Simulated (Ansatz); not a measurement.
Runs of Ansatz 0.2.0 on Te. The structure is trigonal, space group R-3m (No. 166). Conventional cell: a = 4.612 Å, b = 4.612 Å, c = 5.073 Å, α = 90.00°, β = 90.00°, γ = 120.00°. Around Te (site symmetry -3m) lie 6 Te at 3.15 Å. This isn't the form of Te at room conditions, which is trigonal, of chains.

| task | level | potentials or basis | spin | fixed moment (μB) | cell | k mesh | cutoff (eV) | smearing | scf mixing algorithm | scf mixing beta | scf convergence dr2 threshold | basis error allowed | other keys | gap on the mesh (eV) | pressure (GPa) | V0 of scaled cells (Å³/atom) | B0 (GPa) |
| --- | --- | --- | --- | --- | --- | --- | --- | --- | --- | --- | --- | --- | --- | --- | --- | --- | --- |
| equation of state | PBEsol+D3(BJ) | all-electron LAPW, point nuclei | collinear, random start | 1.0 | as given | 9 × 9 × 9 | - | fermi-dirac 0.15 eV | - | - | - | 0.0005 eV/atom | - | - | - | (a) | 49 |
| single point | PBE | all-electron LAPW, scalar-relativistic | off | - | as given | 9 × 9 × 9 | 179 | fermi-dirac 0.05 eV | - | - | - | 0.001 eV/atom | - | none | 2.6 | - | - |
| equation of state | PBE | all-electron LAPW, scalar-relativistic | off | - | as given | 9 × 9 × 9 | - | fermi-dirac 0.05 eV | - | - | - | 0.0005 eV/atom | - | - | - | 32.66 | (c) |
| atomic charges | PBEsol+D3(BJ) | all-electron LAPW, relativistic spinors | SOC, no magnetisation | - | volume scaled by 1.08 | 7 × 7 × 7 | 166 | fermi-dirac 0.01 eV | - | - | - | 0.001 eV/atom | - | none | -5.6 | - | - |
| elastic constants | PBE exchange only | all-electron LAPW, scalar-relativistic | off | - | as given | 7 × 7 × 7 | 196 | fermi-dirac 0.1 eV | anderson | 0.05 | 1e-06 | 0.001 eV/atom | scf.mixing.algorithm = anderson; scf.mixing.beta = 0.05; … | none | (b) | - | - |
| single point | PBE | all-electron LAPW, scalar-relativistic | off | - | as given | 6 × 6 × 6 | 155 | fermi-dirac 0.02 eV | - | - | - | 0.003 eV/atom | - | none | 2.0 | - | - |
| relaxation of cell and atoms | LDA | all-electron PAW datasets made for the crystal | off | - | relaxed from: volume scaled by 0.88 | 9 × 9 × 9 | - | fermi-dirac 0.15 eV | - | - | - | - | - | none | 0.0 | - | - |
| single point | PBE | all-electron LAPW, scalar-relativistic | off | - | cell strained at random at fixed volume | 9 × 9 × 9 | 185 | fermi-dirac 0.05 eV | - | - | - | 0.001 eV/atom | - | none | 2.9 | - | - |

**Question.** Estimate the missing entries.

**Answer.** (a) 32.69; (b) 12.3; (c) 50.

Caveats: the cell was scaled at fixed shape and fractional positions, which overstates the stiffness of a crystal with free parameters, most of all of layers and chains (some runs); the total moment is fixed, so each spin has its own Fermi level (some runs); pairwise dispersion overbinds metals, which lowers pressure and volume (some runs); the cell is more than 3 GPa from zero pressure, which shifts response properties (some runs); the elastic tensor has a negative eigenvalue, so either the cell is unstable as it stands or the mesh is too thin (some runs); the k mesh is thin for a metal, which can move the energy by tens of meV per atom (some runs).

A k mesh can miss the band edges, and rows without SOC leave out spin-orbit coupling on Te.

A gap of «none» marks a metal or a gap under the smearing width.

The runs don't all hold the same shells in valence.
